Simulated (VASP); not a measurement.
# PtS2 (P-3m1) in VASP: single point with HSE06

Aim: the single point of PtS2 with HSE06.

Program: VASP 6.6.1. These are calculated values, not measurements. Logs are shortened: lines on timing, memory, paths and dates and some standing lists are left out, and cuts for length are marked.

## (1) Starting point

Symmetry: P-3m1, No. 164, trigonal system. Conventional cell: a = 3.568 Å, b = 3.568 Å, c = 4.802 Å, α = 90.00°, β = 90.00°, γ = 120.00°. Pt (site symmetry -3m) has 6 S at 2.38 Å as nearest neighbours. S (site symmetry 3m) is surrounded by 3 Pt at 2.38 Å.

The cell is a database's computed one.

## (2) Single point, HSE06

Contents of POSCAR:

```
PtS2
1.0
    3.5675900000      0.0000000000      0.0000000000
   -1.7837900000      3.0896200000      0.0000000000
    0.0000000000      0.0000000000      4.8017200000
Pt S
1 2
Direct
    0.0000000000      0.0000000000      0.0000000000
    0.6666700000      0.3333300000      0.7506900000
    0.3333300000      0.6666700000      0.2493100000
```

Contents of INCAR.step1:

```
PREC     = Accurate       # precision mode
ENCUT    = 520            # plane-wave cutoff, eV
EDIFF    = 1E-5           # SCF threshold, eV
ISMEAR   = 0              # smearing method
SIGMA    = 0.02           # smearing width, eV
LREAL    = False          # projectors in reciprocal space
LASPH    = True           # aspherical terms in the spheres
NELM     = 100            # most SCF steps
ALGO     = Normal         # electronic algorithm
ISIF     = 2              # what is computed and relaxed
LWAVE    = True           # write WAVECAR
NBANDS   = 18             # bands
GGA      = PE             # functional
```

Contents of INCAR.step2:

```
PREC     = Accurate       # precision mode
ENCUT    = 520            # plane-wave cutoff, eV
EDIFF    = 1E-6           # SCF threshold, eV
ISMEAR   = 0              # smearing method
SIGMA    = 0.02           # smearing width, eV
LREAL    = False          # projectors in reciprocal space
LASPH    = True           # aspherical terms in the spheres
NELM     = 100            # most SCF steps
ALGO     = Normal         # electronic algorithm
ISIF     = 2              # what is computed and relaxed
LWAVE    = False          # write WAVECAR
LCHARG   = True           # write CHGCAR
GGA      = PE             # functional
LHFCALC  = True           # exact exchange
HFSCREEN = 0.2            # screening, 1/A
PRECFOCK = Fast         
LELF     = True           # ELF
LVHAR    = True         
NBANDS   = 18             # bands
ISTART   = 1
```

Contents of KPOINTS:

```
Automatic mesh
0
Gamma
  6 6 4
```

Potentials or basis: VASP PAW PBE potentials, release 64 (Pt, S).

Started as:

```bash
$ cat potpaw_PBE.64/Pt/POTCAR potpaw_PBE.64/S/POTCAR > POTCAR
$ cp INCAR.step1 INCAR
$ mpirun -np 1 vasp_std > vasp.out
$ cp INCAR.step2 INCAR
$ mpirun -np 1 vasp_std > vasp.out
```

OUTCAR:

```text
PREC = Accurate
   ENCUT = 520
   EDIFF = 1E-6
   ISMEAR = 0
   LREAL = False
   LASPH = True
   NELM = 100
   ISIF = 2
   GGA = PE
   LHFCALC = True
   HFSCREEN = 0.2
   PRECFOCK = Fast
   ISTART = 1

 ion  position               nearest neighbor table
   1  0.000  0.000  0.000-   2 2.38   3 2.38   3 2.38   2 2.38   2 2.38   3 2.38
   2  0.667  0.333  0.751-   1 2.38   1 2.38   1 2.38
   3  0.333  0.667  0.249-   1 2.38   1 2.38   1 2.38

  LATTYP: Found a hexagonal cell.
 ALAT       =     3.5675900000
 C/A-ratio  =     1.3459282036

  Lattice vectors:

 A1 = (   3.5675900000,   0.0000000000,   0.0000000000)
 A2 = (  -1.7837900000,   3.0896200000,   0.0000000000)
 A3 = (   0.0000000000,   0.0000000000,   4.8017200000)

Analysis of symmetry for initial positions (statically):
=====================================================================
 Subroutine PRICEL returns:
 Original cell was already a primitive cell.

 Routine SETGRP: Setting up the symmetry group for a
 hexagonal supercell.

 Subroutine GETGRP returns: Found  4 space group operations
 (whereof  4 operations were pure point group operations)
 out of a pool of 24 trial point group operations.

The static configuration has the point symmetry C_2h.

Analysis of symmetry for dynamics (positions and initial velocities):
=====================================================================
 Subroutine PRICEL returns:
 Original cell was already a primitive cell.

 Routine SETGRP: Setting up the symmetry group for a
 hexagonal supercell.

 Subroutine GETGRP returns: Found  4 space group operations
 (whereof  4 operations were pure point group operations)
 out of a pool of 24 trial point group operations.

The dynamic configuration has the point symmetry C_2h.

 Subroutine INISYM returns: Found  4 space group operations
 (whereof  4 operations are pure point group operations),
 and found     1 'primitive' translations

----------------------------------------------------------------------------------------

                                     Primitive cell

  volume of cell :      52.9269

  direct lattice vectors                    reciprocal lattice vectors
     3.567590000  0.000000000  0.000000000     0.280301268  0.161831746  0.000000000
    -1.783790000  3.089620000  0.000000000     0.000000000  0.323664399  0.000000000
     0.000000000  0.000000000  4.801720000     0.000000000  0.000000000  0.208258707

  length of vectors
     3.567590000  3.567584408  4.801720000     0.323663892  0.323664399  0.208258707

  position of ions in fractional coordinates (direct lattice)
     0.000000000  0.000000000  0.000000000
     0.666670000  0.333330000  0.750690000
     0.333330000  0.666670000  0.249310000

  ion indices of the primitive-cell ions
   primitive index   ion index
                 1           1
                 2           2
                 3           3

----------------------------------------------------------------------------------------

 KPOINTS: Automatic mesh

Automatic generation of k-mesh.
 Grid dimensions read from file:
 generate k-points for:    6    6    4

 Generating k-lattice:

  Cartesian coordinates                     Fractional coordinates (reciprocal lattice)
     0.046716878  0.026971958  0.000000000     0.166666667  0.000000000  0.000000000
     0.000000000  0.053944066  0.000000000     0.000000000  0.166666667  0.000000000
     0.000000000  0.000000000  0.052064677     0.000000000  0.000000000  0.250000000

  Length of vectors
     0.053943982  0.053944066  0.052064677

  Shift w.r.t. Gamma in fractional coordinates (k-lattice)
     0.000000000  0.000000000  0.000000000

 Subroutine IBZKPT returns following result:
 ===========================================

 Found     47 irreducible k-points:

 Following reciprocal coordinates:
            Coordinates               Weight
  0.000000  0.000000  0.000000      1.000000
  0.166667  0.000000  0.000000      4.000000
 -0.166667  0.166667  0.000000      2.000000
  0.333333  0.000000  0.000000      4.000000
 -0.333333  0.333333  0.000000      2.000000
  0.500000  0.000000  0.000000      2.000000
[... 16 lines left out ...]
  0.500000  0.000000  0.250000      4.000000
  0.500000  0.500000  0.250000      2.000000
 [... further k-points ...]
   k-points           NKPTS =     47   k-points in BZ     NKDIM =    144   number of bands    NBANDS=     18
   number of dos      NEDOS =    301   number of ions     NIONS =      3
   total plane-waves  NPLWV =  28224
   dimension x,y,z NGX =    28 NGY =   28 NGZ =   36
   dimension x,y,z NGXF=    56 NGYF=   56 NGZF=   72
   ions per type =               1   2
   NGX,Y,Z   is equivalent  to a cutoff of  13.05, 13.05, 12.46 a.u.
   NGXF,Y,Z  is equivalent  to a cutoff of  26.10, 26.10, 24.93 a.u.
 SYSTEM =  unknown system
   PREC   = accura    normal or accurate (medium, high low for compatibility)
   ISTART =      1    job   : 0-new  1-cont  2-samecut
   ICHARG =      0    charge: 1-file 2-atom 10-const
   ISPIN  =      1    spin polarized calculation?
   LNONCOLLINEAR =      F non collinear calculations
   LSORBIT =      F    spin-orbit coupling
   LASPH  =      T    aspherical Exc in radial PAW
   ENCUT  =  520.0 eV  38.22 Ry    6.18 a.u.   6.63  6.63  8.93*2*pi/ulx,y,z
   NELM   =    100;   NELMIN=  2; NELMDL=  0     # of ELM steps
   EDIFF  = 0.1E-05   stopping-criterion for ELM
   LREAL  =      F    real-space projection
   EDIFFG = 0.1E-04   stopping-criterion for IOM
   NSW    =      0    number of steps for IOM
   IBRION =     -1    ionic relax: 0-MD 1-quasi-New 2-CG
   NFREE  =      0    steps in history (QN), initial steepest desc. (CG)
   ISIF   =      2    stress and relaxation
   ISYM   =      3    0-nonsym 1-usesym 2-fastsym
   POTIM  = 0.5000    time-step for ionic-motion
   TEBEG  =    0.0;   TEEND  =   0.0 temperature during run
   PSTRESS=    0.0 pullay stress
   NELECT =      22.0000    total number of electrons
   NUPDOWN=      -1.0000    fix difference up-down
   EMIN   =  10.00;   EMAX   =-10.00  energy-range for DOS
   EFERMI =   0.00;   METHOD = LEGACY
   ISMEAR =     0;   SIGMA  =   0.02  broadening in eV -4-tet -1-fermi 0-gaus
   EFERMI_NEDOS =   21; number of points for ismear=-14 and -15
   IALGO  =     38    algorithm
   IMIX   =      1    mixing-type and parameters
     AMIX     =   0.40;   BMIX     =  1.00
     AMIX_MAG =   1.60;   BMIX_MAG =  1.00
  volume/ion in A,a.u.               =      17.64       119.06
  Fermi-wavevector in a.u.,A,eV,Ry     =   1.221772  2.308814 20.309776  1.492726
  Thomas-Fermi vector in A             =   2.356942
   LORBIT       =      0    0 simple, 1 ext, 2 COOP (PROOUT), +10 PAW based schemes
   GGA     = PE    functional components
   LHFCALC =     T    Hartree Fock is set to
   PRECFOCK=fast      Normal, Fast or Accurate (Low or Medium for compatibility)
   ENCUT4O =  -1.0   cutoff for four orbital integrals eV
   NKREDX  =     1    reduce k-point grid by
   NKREDY  =     1    reduce k-point grid by
   NKREDZ  =     1    reduce k-point grid by
   AEXX    =    0.2500 exact exchange contribution
   HFSCREEN=    0.2000 screening length (either q_TF or 0.3 A-1)
   HFSCREENC=   0.2000 screening length for correlation (either q_TF or 0.3 A-1)
   ENCUTFOCK=  -1.0 apply spherical cutoff to Coloumb kernel
   IVDW    =     0    specifies the selected vdW correction
   LEPSILON=     F    determine dielectric tensor
   LRPA    =     F    only Hartree local field effects (RPA)
 non-spin polarized calculation
 Gauss-broadening in eV      SIGMA  =   0.02
  energy-cutoff  :      520.00
  volume of cell :       52.93
 maximum number of plane-waves:      1452
 NGX is ok and might be reduce to    28
  NGX = 16; NGY = 16; NGZ = 24

 number of electron      21.9999999 magnetization

 Free energy of the ion-electron system (eV)
  ---------------------------------------------------
  ext. energy  EPLUGINS =         0.00000000
  ---------------------------------------------------
  free energy    TOTEN  =       -18.62910328 eV

  energy without entropy =      -18.62910328  energy(sigma->0) =      -18.62910328

 E-fermi :   7.2629     XC(G=0):  -8.9649

 val. band max:        7.1706313791   @ k =   0.0000   0.0000   0.0000
 cond. band min:       8.0421355786   @ k =   0.0000   0.3333   0.2500
 fundamental gap:      0.8715041995
 Fermi energy:         7.2628756574

 k-point     1 :       0.0000    0.0000    0.0000
  band No.  band energies     occupation
      1     -10.3015      2.00000
      2      -6.7249      2.00000
      3      -1.2763      2.00000
      4      -0.6794      2.00000
      5      -0.6794      2.00000
      6       2.0672      2.00000
[... 10 lines left out ...]
     17      15.7134      0.00000
     18      20.8824      0.00000

 k-point     2 :       0.1667    0.0000    0.0000
  band No.  band energies     occupation
      1      -9.9241      2.00000
      2      -6.9640      2.00000
      3      -0.8790      2.00000
      4      -0.4193      2.00000
      5      -0.3464      2.00000
      6       1.6342      2.00000
[... 10 lines left out ...]
     17      16.7131      0.00000
     18      17.8673      0.00000

 k-point     3 :      -0.1667    0.1667    0.0000
  band No.  band energies     occupation
      1      -9.9241      2.00000
      2      -6.9640      2.00000
      3      -0.8790      2.00000
      4      -0.4192      2.00000
      5      -0.3464      2.00000
      6       1.6341      2.00000
[... 10 lines left out ...]
     17      16.7130      0.00000
     18      17.8672      0.00000

 k-point     4 :       0.3333    0.0000    0.0000
  band No.  band energies     occupation
      1      -8.9665      2.00000
      2      -7.4434      2.00000
      3      -0.5820      2.00000
      4       0.0650      2.00000
      5       0.3233      2.00000
      6       0.9525      2.00000
[... 375 lines left out ...]
      4      -0.0641      2.00000
      5       0.0065      2.00000
      6       1.3376      2.00000
[... 10 lines left out ...]
     17      17.3804      0.00000
     18      19.0789      0.00000

 k-point    23 :       0.5000    0.0000    0.2500
  band No.  band energies     occupation
      1      -8.2103      2.00000
      2      -7.7301      2.00000
      3      -1.6000      2.00000
      4       0.0692      2.00000
      5       0.5133      2.00000
      6       1.7929      2.00000
[... 10 lines left out ...]
     17      17.3508      0.00000
     18      18.2019      0.00000

 k-point    24 :       0.5000    0.5000    0.2500
  band No.  band energies     occupation
      1      -8.2103      2.00000
      2      -7.7301      2.00000
      3      -1.6000      2.00000
      4       0.0693      2.00000
      5       0.5133      2.00000
      6       1.7929      2.00000
[... 10 lines left out ...]
     17      17.3508      0.00000
     18      18.2018      0.00000

 [... further k-points ...]

------------------------ aborting loop because EDIFF is reached ----------------------------------------

  FORCE on cell =-STRESS in cart. coord.  units (eV):
  Direction    XX          YY          ZZ          XY          YZ          ZX
  --------------------------------------------------------------------------------------
  -------------------------------------------------------------------------------------
  Total       -0.1644027     -0.1588433      0.7381134      0.0048140     -0.0002652      0.0004593
  in kB       -4.9767130     -4.8084217     22.3437901      0.1457274     -0.0080285      0.0139039
  external PRESSURE =       4.1862185 kB  Pullay stress =       0.0000000 kB

 VOLUME and BASIS-vectors are now :
 -----------------------------------------------------------------------------
  energy-cutoff  :      520.00
  volume of cell :       52.93
      direct lattice vectors                 reciprocal lattice vectors
     3.567590000  0.000000000  0.000000000     0.280301268  0.161831746  0.000000000
    -1.783790000  3.089620000  0.000000000     0.000000000  0.323664399  0.000000000
     0.000000000  0.000000000  4.801720000     0.000000000  0.000000000  0.208258707

 POSITION                                       TOTAL-FORCE (eV/Angst)
 -----------------------------------------------------------------------------------
      0.00000      0.00000      0.00000        -0.000000      0.000000      0.000000
      1.78381      1.02986      3.60460        -0.000225      0.000130      0.232051
     -0.00001      2.05976      1.19712         0.000225     -0.000130     -0.232051
 -----------------------------------------------------------------------------------
    total drift:                                0.000000     -0.000000     -0.000000

  FREE ENERGIE OF THE ION-ELECTRON SYSTEM (eV)
  ---------------------------------------------------
  free  energy   TOTEN  =       -18.6291032792 eV

  energy  without entropy=      -18.6291032792  energy(sigma->0) =      -18.62910328
```

Wall time 34 min (1 thread of Intel Xeon 6975P-C (Granite Rapids), shared host); peak memory 0.32 GiB.

What came out:

| Property | Result |
| --- | --- |
| Free energy | -18.6291 eV |
| Pressure | 0.4 GPa |
| Largest force | 0.232 eV/Å |
| Band gap on the k mesh | 0.87 eV, indirect (least direct gap 1.91 eV) |

Forces in eV/Å, atoms in the order of the input:
```
Pt   0.000  0.000  0.000
S    0.000  0.000  0.232
S    0.000  0.000 -0.232
```

Stress tensor (GPa, compression positive):
```
-0.50  0.01  0.00
 0.01 -0.48  0.00
 0.00  0.00  2.23
```

Caveat: the PAW data sets were made with another functional, which shifts forces and pressure a little; spin-orbit coupling is left out, which moves the levels of the heavy elements. A k mesh can miss the band edges.
